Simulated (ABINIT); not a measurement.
# NaH (Fm-3m): G0W0 in ABINIT against the bands in the screening

How does the gap of NaH (Fm-3m) converge in the bands in the screening?

Program: ABINIT 10.8.3. Level of theory: PBE and many-body steps on it, plane waves. Results are calculated unless marked as measured.

### 1. The structure

It takes space group Fm-3m (No. 225, cubic). Conventional cell: a = 4.773 Å, b = 4.773 Å, c = 4.773 Å, α = 90.00°, β = 90.00°, γ = 90.00°. Na has 6 H at 2.39 Å nearest. Nearest to H lie 6 Na at 2.39 Å. Farther neighbours are not listed.

The cell and positions are those that the Materials Project relaxed with its own functionals (PBE, PBE+U or r2SCAN), kept fixed.

### 2. Screening, 4×4×4 mesh, 13 bands, screening to 130.6 eV

This step: ABINIT 10.8.3; RPA screening on PBE, plane waves, norm-conserving pseudopotentials.

The RPA dielectric matrix is built and inverted for each q.

The input, run.abi:

```
acell 3*1.0 Angstrom
rprim 
  -0.000000000000 2.386421665200 2.386421665200
  2.386421665200 -0.000000000000 2.386421665200
  2.386421665200 2.386421665200 -0.000000000000
ntypat 2
znucl 11 1
natom 2
typat 1 2
xred 
  0.000000000000 0.000000000000 0.000000000000
  0.500000000000 0.500000000000 0.500000000000
pp_dirpath "pseudos"
pseudos "Na.upf, H.upf"
ecut 38
ngkpt 4 4 4
nshiftk 1
shiftk 0 0 0
kptopt 1
chksymbreak 0
istwfk *1
occopt 1
irdwfk 1
optdriver 3
nband 13
ecuteps 4.8
inclvkb 2
awtr 1
symchi 1
indata_prefix "in"
outdata_prefix "out"
tmpdata_prefix "tmp"
```

Started as:

```sh
$ OMP_NUM_THREADS=1 mpirun -n 4 abinit run.abi > log
```

Output:

```text
.Version 10.8.3 of ABINIT. v10.8.2 released Aug 2026.

 Symmetries : space group Fm -3 m (#225); Bravais cF (face-center cubic)
[... echo of the input left out ...]
== DATASET  1 ==================================================================
-   mpi_nproc: 4, omp_nthreads: 1 (-1 if OMP is not activated)

--- !DatasetInfo
iteration_state: {dtset: 1, }
dimensions: {natom: 2, nkpt: 8, mband: 13, nsppol: 1, nspinor: 1, nspden: 1, mpw: 2085, }
cutoff_energies: {ecut:  38.0, pawecutdg:  -1.0, }
electrons: {nelect:   1.00000000E+01, charge:   0.00000000E+00, occopt:   1.00000000E+00, tsmear:   1.00000000E-02, }

 SCREENING: Calculation of the susceptibility and dielectric matrices

 Based on a program developped by R.W. Godby, V. Olevano, G. Onida, and L. Reining.
 Incorporated in ABINIT by V. Olevano, G.-M. Rignanese, and M. Torrent.
.Using double precision arithmetic ; gwpc =  8

[... cell and pseudopotentials left out ...]
--------------------------------------------------------------------------------

 ==== K-mesh for the wavefunctions ====
 Number of points in the irreducible wedge :     8
[... list of points left out ...]
 Together with 48 symmetry operations and time-reversal symmetry
 yields    64 points in the full Brillouin Zone.

 ==== Q-mesh for the screening function ====
 Number of points in the irreducible wedge :     8
[... list of points left out ...]
 Together with 48 symmetry operations and time-reversal symmetry
 yields    64 points in the full Brillouin Zone.

 setmesh: FFT mesh size selected  =    24x   24x   24
          total number of points  =        13824

 vcoul_init : cutoff-mode = AUXILIARY_FUNCTION
 q-points for optical limit:   1
     1)      0.000010    0.000020    0.000030

- screening: taking advantage of time-reversal symmetry
- Maximum band index for partially occupied states nbvw = 5
- Remaining bands to be divided among processors   nbcw = 8
- Number of bands treated by each node ~2

 Number of electrons calculated from density =   10.0000; Expected =   10.0000
 average of density, n =  0.054517
 r_s =    1.6360
 omega_plasma =   22.5228 [eV]

 calculating chi0 at frequencies [eV] :
  1    0.000000E+00    0.000000E+00
  2    0.000000E+00    2.252276E+01

--------------------------------------------------------------------------------
  q-point number  1        q = ( 0.000000, 0.000000, 0.000000) [r.l.u.]
--------------------------------------------------------------------------------
[... chi0 elements left out ...]
 For q-point:  0.000010 0.000020 0.000030
  dielectric constant =   2.8311
  dielectric constant without local fields =   3.1512

  Average fulfillment of the sum rule on Im[epsilon] for q-point    1 :     12.15  [%]
[... wings left out ...]
  q-point number  2        q = ( 0.250000, 0.000000, 0.000000) [r.l.u.]
--------------------------------------------------------------------------------
[... chi0 elements left out ...]
  Average fulfillment of the sum rule on Im[epsilon] for q-point    2 :     25.98  [%]

 [... 6 further q-points ...]
```

Wall time 2.3 s (4 MPI ranks of Arm Neoverse V1, shared host); peak memory 0.09 GiB.

Numbers from this step:

* ε∞ with local fields, on this mesh, along the program's q direction: 2.831
* the same without local fields: 3.151
* plasma frequency: 22.52 eV
* plane waves in the screening matrix: 89

Local fields lower ε∞ by 10 %. On a Γ-centred mesh this coarse the value itself is usually too large, while a short band sum pulls it down.

### 3. 13 bands

The self-energy is evaluated for the states that the input lists, and the levels follow from it, in one-shot runs by the linearised quasiparticle equation.

This step: G0W0 on PBE, plane waves, norm-conserving pseudopotentials.

Changes to run.abi since step 2:

```diff
@@ -23,8 +23,19 @@
 irdwfk 1
-optdriver 3
-nband 13
+optdriver 4
+nband 25
+gwcalctyp 0
+ecutsigx 38
+symsigma 1
+nkptgw 3
+kptgw 
+  -0.2500000000 0.5000000000 0.2500000000
+  0.5000000000 0.0000000000 0.0000000000
+  0.0000000000 0.0000000000 0.0000000000
+bdgw 
+  4 7
+  3 7
+  2 9
 ecuteps 4.8
-inclvkb 2
-awtr 1
-symchi 1
+irdscr 1
+ppmodel 1
 indata_prefix "in"
```

Output:

```text
.Version 10.8.3 of ABINIT. v10.8.2 released Aug 2026.

 Symmetries : space group Fm -3 m (#225); Bravais cF (face-center cubic)
[... echo of the input left out ...]
== DATASET  1 ==================================================================
-   mpi_nproc: 4, omp_nthreads: 1 (-1 if OMP is not activated)

--- !DatasetInfo
iteration_state: {dtset: 1, }
dimensions: {natom: 2, nkpt: 8, mband: 25, nsppol: 1, nspinor: 1, nspden: 1, mpw: 2085, }
cutoff_energies: {ecut:  38.0, pawecutdg:  -1.0, }
electrons: {nelect:   1.00000000E+01, charge:   0.00000000E+00, occopt:   1.00000000E+00, tsmear:   1.00000000E-02, }

 SIGMA: Calculation of the GW corrections

 Based on a program developped by R.W. Godby, V. Olevano, G. Onida, and L. Reining.
 Incorporated in ABINIT by V. Olevano, G.-M. Rignanese, and M. Torrent.
.Using double precision arithmetic ; gwpc =  8

[... cell and pseudopotentials left out ...]
--------------------------------------------------------------------------------

 ==== K-mesh for the wavefunctions ====
 Number of points in the irreducible wedge :     8
[... list of points left out ...]
 Together with 48 symmetry operations and time-reversal symmetry
 yields    64 points in the full Brillouin Zone.

 ==== Q-mesh for screening function ====
 Number of points in the irreducible wedge :     8
[... list of points left out ...]
 Together with 48 symmetry operations and time-reversal symmetry
 yields    64 points in the full Brillouin Zone.

 vcoul_init : cutoff-mode = AUXILIARY_FUNCTION
 q-points for optical limit:   1
     1)      0.000010    0.000020    0.000030
 setmesh: FFT mesh size selected  =    36x   36x   36
          total number of points  =        46656

 Number of electrons calculated from density =   10.0000; Expected =   10.0000
 average of density, n =  0.054517
 r_s =    1.6360
 omega_plasma =   22.5228 [eV]

 === KS Band Gaps ===
  >>>> For spin  1
   Minimum direct gap =   4.7080 [eV], located at k-point      :   0.5000  0.0000  0.0000
   Fundamental gap    =   3.8291 [eV], Top of valence bands at :  -0.2500  0.5000  0.2500
                                       Bottom of conduction at :   0.5000  0.0000  0.0000
 SIGMA fundamental parameters:
 PLASMON POLE MODEL  1
 number of plane-waves for SigmaX                 2085
 number of plane-waves for SigmaC and W             89
 number of plane-waves for wavefunctions          2085
 number of bands                                    25
 number of independent spin polarizations            1
 number of spinorial components                      1
 number of k-points in IBZ                           8
 number of q-points in IBZ                           8
 number of symmetry operations                      48
 number of k-points in BZ                           64
 number of q-points in BZ                           64
 number of frequencies for dSigma/dE                 9
 frequency step for dSigma/dE [eV]                0.25
 number of omega for Sigma on real axis              0
 max omega for Sigma on real axis  [eV]           0.00
 zcut for avoiding poles [eV]                     0.10

 EPSILON^-1 parameters (SCR file):
 dimension of the eps^-1 matrix on file             89
 dimension of the eps^-1 matrix used                89
 number of plane-waves for wavefunctions          2085
 number of bands                                    13
 number of q-points in IBZ                           8
 number of frequencies                               2
 number of real frequencies                          1
 number of imag frequencies                          1

 matrix elements of self-energy operator (all in [eV])

 Perturbative Calculation

--- !SelfEnergy_ee
iteration_state: {dtset: 1, }
kpoint     : [  -0.250,    0.500,    0.250, ]
spin       : 1
KS_gap     :    6.132
QP_gap     :    8.327
Delta_QP_KS:    2.194
data: !SigmaeeData |
     Band     E0 <VxcDFT>   SigX SigC(E0)      Z dSigC/dE  Sig(E)    E-E0       E
        4 -22.617 -29.035 -40.946   4.870   0.829  -0.206 -34.875  -5.840 -28.457
        5  -0.504 -10.693 -14.267   2.077   0.765  -0.306 -11.839  -1.146  -1.650
        6   5.628  -7.523  -3.223  -3.014   0.815  -0.227  -6.474   1.049   6.677
        7   5.628  -7.523  -3.223  -3.014   0.815  -0.227  -6.474   1.049   6.677

--- !SelfEnergy_ee
iteration_state: {dtset: 1, }
kpoint     : [   0.500,    0.000,    0.000, ]
spin       : 1
KS_gap     :    4.708
QP_gap     :    6.969
Delta_QP_KS:    2.261
data: !SigmaeeData |
     Band     E0 <VxcDFT>   SigX SigC(E0)      Z dSigC/dE  Sig(E)    E-E0       E
        3 -22.592 -29.105 -41.016   4.833   0.825  -0.213 -34.943  -5.838 -28.430
        4 -22.592 -29.105 -41.016   4.833   0.825  -0.213 -34.943  -5.838 -28.430
[...]
--- !SelfEnergy_ee
iteration_state: {dtset: 1, }
kpoint     : [   0.000,    0.000,    0.000, ]
spin       : 1
KS_gap     :   14.468
QP_gap     :   17.358
Delta_QP_KS:    2.890
data: !SigmaeeData |
     Band     E0 <VxcDFT>   SigX SigC(E0)      Z dSigC/dE  Sig(E)    E-E0       E
[...]
7  15.444  -6.474  -1.257  -4.496   0.675  -0.481  -5.987   0.487  15.931
        8  15.444  -6.474  -1.257  -4.496   0.675  -0.481  -5.987   0.487  15.931
        9  15.444  -6.474  -1.257  -4.496   0.675  -0.481  -5.987   0.487  15.931

== END DATASET(S) ==============================================================
================================================================================

 -outvars: echo values of variables after computation  --------
           etotal      0.0000000000E+00
            nband          25
             nkpt           8
          spgroup         225
 [... the other variables as echoed above ...]

 Calculation completed.
```

Wall time 3 s (4 MPI ranks); peak memory 0.13 GiB; 12 s of CPU time.

Numbers from this step:

* G0W0 gap on the points computed: 5.971 eV
* starting gap on the mesh: 3.829 eV
* k of the valence top: -0.25, 0.5, 0.25
* k of the conduction bottom: 0.5, 0, 0
* Z at the valence top: 0.765
* Z at the conduction bottom: 0.826
* least direct G0W0 gap on the computed points: 6.969 eV

The gap on the mesh goes from 3.83 eV to 5.97 eV, a correction of +2.14 eV.

### 4. Screening, 4×4×4 mesh, 25 bands, screening to 130.6 eV

This step: RPA screening on PBE, plane waves, norm-conserving pseudopotentials.

Changes to run.abi since step 3:

```diff
@@ -23,19 +23,8 @@
 irdwfk 1
-optdriver 4
+optdriver 3
 nband 25
-gwcalctyp 0
-ecutsigx 38
-symsigma 1
-nkptgw 3
-kptgw 
-  -0.2500000000 0.5000000000 0.2500000000
-  0.5000000000 0.0000000000 0.0000000000
-  0.0000000000 0.0000000000 0.0000000000
-bdgw 
-  4 7
-  3 7
-  2 9
 ecuteps 4.8
-irdscr 1
-ppmodel 1
+inclvkb 2
+awtr 1
+symchi 1
 indata_prefix "in"
```

Output:

```text
.Version 10.8.3 of ABINIT. v10.8.2 released Aug 2026.

 Symmetries : space group Fm -3 m (#225); Bravais cF (face-center cubic)
[... echo of the input left out ...]
== DATASET  1 ==================================================================
-   mpi_nproc: 4, omp_nthreads: 1 (-1 if OMP is not activated)

--- !DatasetInfo
iteration_state: {dtset: 1, }
dimensions: {natom: 2, nkpt: 8, mband: 25, nsppol: 1, nspinor: 1, nspden: 1, mpw: 2085, }
cutoff_energies: {ecut:  38.0, pawecutdg:  -1.0, }
electrons: {nelect:   1.00000000E+01, charge:   0.00000000E+00, occopt:   1.00000000E+00, tsmear:   1.00000000E-02, }

 SCREENING: Calculation of the susceptibility and dielectric matrices

 Based on a program developped by R.W. Godby, V. Olevano, G. Onida, and L. Reining.
 Incorporated in ABINIT by V. Olevano, G.-M. Rignanese, and M. Torrent.
.Using double precision arithmetic ; gwpc =  8

[... cell and pseudopotentials left out ...]
--------------------------------------------------------------------------------

 ==== K-mesh for the wavefunctions ====
 Number of points in the irreducible wedge :     8
[... list of points left out ...]
 Together with 48 symmetry operations and time-reversal symmetry
 yields    64 points in the full Brillouin Zone.

 ==== Q-mesh for the screening function ====
 Number of points in the irreducible wedge :     8
[... list of points left out ...]
 Together with 48 symmetry operations and time-reversal symmetry
 yields    64 points in the full Brillouin Zone.

 setmesh: FFT mesh size selected  =    24x   24x   24
          total number of points  =        13824

 vcoul_init : cutoff-mode = AUXILIARY_FUNCTION
 q-points for optical limit:   1
     1)      0.000010    0.000020    0.000030

- screening: taking advantage of time-reversal symmetry
- Maximum band index for partially occupied states nbvw = 5
- Remaining bands to be divided among processors   nbcw = 20
- Number of bands treated by each node ~5

 Number of electrons calculated from density =   10.0000; Expected =   10.0000
 average of density, n =  0.054517
 r_s =    1.6360
 omega_plasma =   22.5228 [eV]

 calculating chi0 at frequencies [eV] :
  1    0.000000E+00    0.000000E+00
  2    0.000000E+00    2.252276E+01

--------------------------------------------------------------------------------
  q-point number  1        q = ( 0.000000, 0.000000, 0.000000) [r.l.u.]
--------------------------------------------------------------------------------
[... chi0 elements left out ...]
 For q-point:  0.000010 0.000020 0.000030
  dielectric constant =   2.8704
  dielectric constant without local fields =   3.1801

  Average fulfillment of the sum rule on Im[epsilon] for q-point    1 :     29.35  [%]
[... wings left out ...]
  q-point number  2        q = ( 0.250000, 0.000000, 0.000000) [r.l.u.]
--------------------------------------------------------------------------------
[... chi0 elements left out ...]
  Average fulfillment of the sum rule on Im[epsilon] for q-point    2 :     41.83  [%]

 [... 6 further q-points ...]
```

Elapsed: 3 s, on 4 MPI ranks; peak memory 0.09 GiB.

This step gave:

| Item | Value |
| --- | --- |
| ε∞ with local fields, on this mesh, along the program's q direction | 2.870 |
| the same without local fields | 3.180 |
| plasma frequency | 22.52 eV |
| plane waves in the screening matrix | 89 |

(Continued in part 2 of 2.)

[Paths, hosts, dates, memory and timing lines, banners, echoed tables and standing remarks are left out of the program output.]

[Logs are printed without paths, hosts, clocks, repeated set-up lines and the standing remarks that a program may print on its own settings, such as how far it seeks lower states.]

[Runs of the session that timed out or met a known fault of the program may be left out.]

[Hosts, paths, dates, database ids (printed as entryN), source tags and the programs' standing remarks are cut or masked in the printed files.]

[G0W0 gaps are taken among the corrected bands and points alone; a level outside them can change the order at an edge.]

[Where Ansatz stands beside ABINIT at settings called matched, ABINIT's density can come from a denser mesh and the files from another edition; pairs whose starting gaps differed by over 0.03 eV were left out, so agreement reads better than it is.]
